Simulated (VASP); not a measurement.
# NiO (R-3m) in VASP: a series of runs, part 2 of 2

VASP 6.6.1.

## 3. Single point, PBE, collinear spin, ferromagnetic start

INCAR reads:

```
PREC = Accurate ; ENCUT = 520
EDIFF = 1E-7 ; ISMEAR = 0
SIGMA = 0.02 ; LREAL = False
LASPH = True ; NELM = 120
ALGO = Fast ; ISIF = 2
LWAVE = False ; LCHARG = False
ISPIN = 2 ; MAGMOM = 2 0
LORBIT = 11 ; LMAXMIX = 4
GGA = PE ; NBANDS = 19
```

KPOINTS reads:

```
regular mesh
0
Gamma
  12 12 12
```

POSCAR reads:

```
NiO
1.0
    1.4381403700      0.8303107300      2.3308059600
   -1.4381403700      0.8303107300      2.3308059600
    0.0000000000     -1.6606214600      2.3308059600
Ni O
1 1
Direct
    1.0000000000      0.0000000000      0.0000000000
    0.5000000000      0.5000000000      0.5000000000
```

Potentials or basis: VASP PAW PBE potentials, release 64 (Ni, O).

On the command line:

```console
cat potpaw_PBE.64/Ni/POTCAR potpaw_PBE.64/O/POTCAR > POTCAR
mpirun -np 1 vasp_std > vasp.out
```

OUTCAR:

```text
PREC = Accurate
   ENCUT = 520
   EDIFF = 1E-7
   ISMEAR = 0
   LREAL = False
   LASPH = True
   NELM = 120
   ISIF = 2
   ISPIN = 2
   LORBIT = 11
   GGA = PE

 ion  position               nearest neighbor table
   1  0.000  0.000  0.000-   2 2.03   2 2.03   2 2.03   2 2.03   2 2.03   2 2.03
   2  0.500  0.500  0.500-   1 2.03   1 2.03   1 2.03   1 2.03   1 2.03   1 2.03

  LATTYP: Found a trigonal (rhomboedric) cell.
 ALAT       =     2.8618735219
 COS(alpha) =     0.4949531374

  Lattice vectors:

 A1 = (   1.4381403700,   0.8303107300,   2.3308059600)
 A2 = (  -1.4381403700,   0.8303107300,   2.3308059600)
 A3 = (   0.0000000000,  -1.6606214600,   2.3308059600)
[... 1272 lines left out ...]

 VOLUME and BASIS-vectors are now :
 -----------------------------------------------------------------------------
  energy-cutoff  :      520.00
  volume of cell :       16.70
      direct lattice vectors                 reciprocal lattice vectors
     1.438140370  0.830310730  2.330805960     0.347671208  0.200728066  0.143012048
    -1.438140370  0.830310730  2.330805960    -0.347671208  0.200728066  0.143012048
     0.000000000 -1.660621460  2.330805960     0.000000000 -0.401456131  0.143012048

 POSITION                                       TOTAL-FORCE (eV/Angst)
 -----------------------------------------------------------------------------------
      0.00000      0.00000      0.00000         0.000000     -0.000000     -0.000000
      0.00000      0.00000      3.49621        -0.000000      0.000000      0.000000
 -----------------------------------------------------------------------------------
    total drift:                               -0.000000      0.000000     -0.000000

  FREE ENERGIE OF THE ION-ELECTRON SYSTEM (eV)
  ---------------------------------------------------
  free  energy   TOTEN  =       -11.3399148226 eV

  energy  without entropy=      -11.3396113561  energy(sigma->0) =      -11.33976309

 total charge

# of ion       s       p       d       tot
------------------------------------------
    1        0.362   0.476   8.335   9.173
    2        1.560   3.460   0.000   5.020
--------------------------------------------------
tot          1.921   3.936   8.335  14.193

 magnetization (x)

# of ion       s       p       d       tot
------------------------------------------
    1        0.012   0.016   1.215   1.243
    2        0.029   0.190   0.000   0.218
--------------------------------------------------
tot          0.040   0.206   1.215   1.461
```

OSZICAR:

```text
N       E                     dE             d eps       ncg     rms          rms(c)
DAV:   1     0.834724458623E+02    0.83472E+02   -0.74712E+03 15576   0.111E+03
DAV:   2    -0.862883605154E+01   -0.92101E+02   -0.80472E+02 14832   0.239E+02
DAV:   3    -0.135067311872E+02   -0.48779E+01   -0.46902E+01 16636   0.555E+01
[... 48 lines left out ...]
RMM:  52    -0.113399043549E+02   -0.27623E-05   -0.28447E-07 19119   0.454E-03    0.281E-02
RMM:  53    -0.113399015738E+02    0.27812E-05   -0.10611E-07 15167   0.281E-03    0.288E-02
RMM:  54    -0.113399045793E+02   -0.30055E-05   -0.35785E-07 19057   0.459E-03    0.240E-02
RMM:  55    -0.113399137103E+02   -0.91311E-05   -0.53930E-06 24897   0.181E-02    0.953E-03
RMM:  56    -0.113399148141E+02   -0.11038E-05   -0.12051E-06 21751   0.884E-03    0.191E-03
RMM:  57    -0.113399148226E+02   -0.84856E-08   -0.18479E-08 12189   0.137E-03
   1 F= -.11339915E+02 E0= -.11339763E+02  d E =-.303466E-03  mag=     1.4967
```

Run time: 3.4 min. Hardware: 1 thread of Intel Xeon 6975P-C (Granite Rapids), shared host; peak memory 0.23 GiB.

Results:

- Free energy: -11.3399 eV
- Pressure: 24.9 GPa
- Band gap on the k mesh: none (metal or under the smearing width)
- Net moment: 1.50 μB per cell
- Site moments: Ni +1.24; O +0.22 μB
- Valence electrons inside the program's atomic spheres: Ni 9.17; O 5.02

Stress tensor (GPa, compression positive):
```
24.62  0.00  0.00
 0.00 24.62  0.00
 0.00  0.00 25.34
```

Caveat: so large a pressure means that the cell lies far from this level's equilibrium, or that cutoff or potentials fall short; a cell with one magnetic atom can't hold antiferromagnetic order, which such compounds often take; semilocal functionals often make such compounds metallic where correlation or magnetic order opens a gap, which also shifts bond lengths.

## 4. Single point, PBE, collinear spin, ferromagnetic start

INCAR is that of step 3.

KPOINTS reads:

```
regular mesh
0
Gamma
  15 15 15
```

POSCAR is that of step 3.

On the command line:

```console
cat potpaw_PBE.64/Ni/POTCAR potpaw_PBE.64/O/POTCAR > POTCAR
mpirun -np 1 vasp_std > vasp.out
```

It took 93 s on 1 thread of Intel Xeon 6975P-C (Granite Rapids), shared host; peak memory 0.28 GiB.

The run converged. Its results:

```
Free energy                                           : -11.3408 eV
Pressure                                              : 23.4 GPa
Band gap on the k mesh                                : none (metal or under the smearing width)
Net moment                                            : 1.36 μB per cell
Site moments                                          : Ni +1.14; O +0.19 μB
Valence electrons inside the program's atomic spheres : Ni 9.18; O 5.01
```

Stress tensor (GPa, compression positive):
```
23.15  0.00  0.00
 0.00 23.15  0.00
 0.00  0.00 23.90
```

Levels at points of the mesh, in eV from the Fermi level:
Spin up:
```csv
k point,band 5,band 6,band 7,band 8,band 9,band 10,band 11,band 12,band 13,band 14
"(0.00, 0.00, 0.00)",-3.01,-3.01,-2.77,-2.77,-2.74,1.98,18.03,19.49,19.49,19.71
```
Spin down:
```csv
k point,band 3,band 4,band 5,band 6,band 7,band 8,band 9,band 10,band 11,band 12
"(0.00, 0.00, 0.00)",-3.15,-3.09,-2.13,-2.13,-2.09,-1.02,-1.02,2.26,17.99,19.68
```

Caveat: so large a pressure means that the cell lies far from this level's equilibrium, or that cutoff or potentials fall short; a cell with one magnetic atom can't hold antiferromagnetic order, which such compounds often take; semilocal functionals often make such compounds metallic where correlation or magnetic order opens a gap, which also shifts bond lengths.

## 5. Single point, PBE, collinear spin, ferromagnetic start

INCAR is that of step 4.

KPOINTS reads:

```
regular mesh
0
Gamma
  18 18 18
```

POSCAR is that of step 4.

On the command line:

```console
cat potpaw_PBE.64/Ni/POTCAR potpaw_PBE.64/O/POTCAR > POTCAR
mpirun -np 1 vasp_std > vasp.out
```

Run time: 8.3 min. Hardware: 1 thread of Intel Xeon 6975P-C (Granite Rapids), shared host; peak memory 0.4 GiB.

It converged, with:

```yaml
Free_energy: -11.3402 eV
Pressure: 24.1 GPa
Band_gap_on_the_k_mesh: none (metal or under the smearing width)
Net_moment: 1.43 μB per cell
Site_moments: Ni +1.20; O +0.20 μB
Valence_electrons_inside_the_program's_atomic_spheres: Ni 9.18; O 5.02
```

Stress tensor (GPa, compression positive):
```
23.90  0.00  0.00
 0.00 23.90  0.00
 0.00  0.00 24.59
```

Levels at points of the mesh, in eV from the Fermi level:
Spin up:
| k point | band 6 | band 7 | band 8 | band 9 | band 10 | band 11 | band 12 | band 13 |
| --- | --- | --- | --- | --- | --- | --- | --- | --- |
| (0.00, 0.00, 0.00) | -3.11 | -2.85 | -2.85 | -2.81 | 1.94 | 17.99 | 19.44 | 19.44 |
| (0.50, 0.00, 0.00) | -1.96 | -1.42 | 0.51 | 0.52 | 5.68 | 10.68 | 14.47 | 14.59 |
| (0.50, 0.50, 0.00) | -2.70 | -1.97 | -1.63 | -1.63 | 6.64 | 11.01 | 12.52 | 17.47 |
| (0.50, 0.50, 0.50) | -1.96 | -1.39 | 0.53 | 0.53 | 5.61 | 10.81 | 14.37 | 14.37 |
Spin down:
```
           k point  band 4  band 5  band 6  band 7  band 8  band 9  band 10  band 11
(0.00, 0.00, 0.00)   -3.09   -2.17   -2.17   -2.14   -1.02   -1.02     2.23    17.95
(0.50, 0.00, 0.00)   -5.64   -1.15   -1.12   -0.71    2.14    2.16     5.82    11.10
(0.50, 0.50, 0.00)   -4.56   -3.33   -0.88   -0.87   -0.53    0.19     7.02    11.30
(0.50, 0.50, 0.50)   -5.72   -1.12   -1.12   -0.68    2.17    2.17     5.75    11.23
```

Caveat: so large a pressure means that the cell lies far from this level's equilibrium, or that cutoff or potentials fall short; a cell with one magnetic atom can't hold antiferromagnetic order, which such compounds often take; semilocal functionals often make such compounds metallic where correlation or magnetic order opens a gap, which also shifts bond lengths.

## 6. The runs side by side

```csv
k mesh,gap on the mesh (eV),pressure (GPa),moment (μB)
9 × 9 × 9,none,22.6,1.26
12 × 12 × 12,none,24.9,1.50
15 × 15 × 15,none,23.4,1.36
18 × 18 × 18,none,24.1,1.43
```

Alike in all rows: task single point; level PBE; potentials or basis VASP PAW PBE potentials, release 64 (Ni, O); spin collinear, ferromagnetic start; cell as given; cutoff (eV) 520; smearing gaussian 0.02 eV.

Every run on the cell as given and a fine mesh finds a metal.

Caveats: so large a pressure means that the cell lies far from this level's equilibrium, or that cutoff or potentials fall short; a cell with one magnetic atom can't hold antiferromagnetic order, which such compounds often take; semilocal functionals often make such compounds metallic where correlation or magnetic order opens a gap, which also shifts bond lengths.

Total energies depend on the potentials used, so only differences within one code and one set of settings carry meaning.
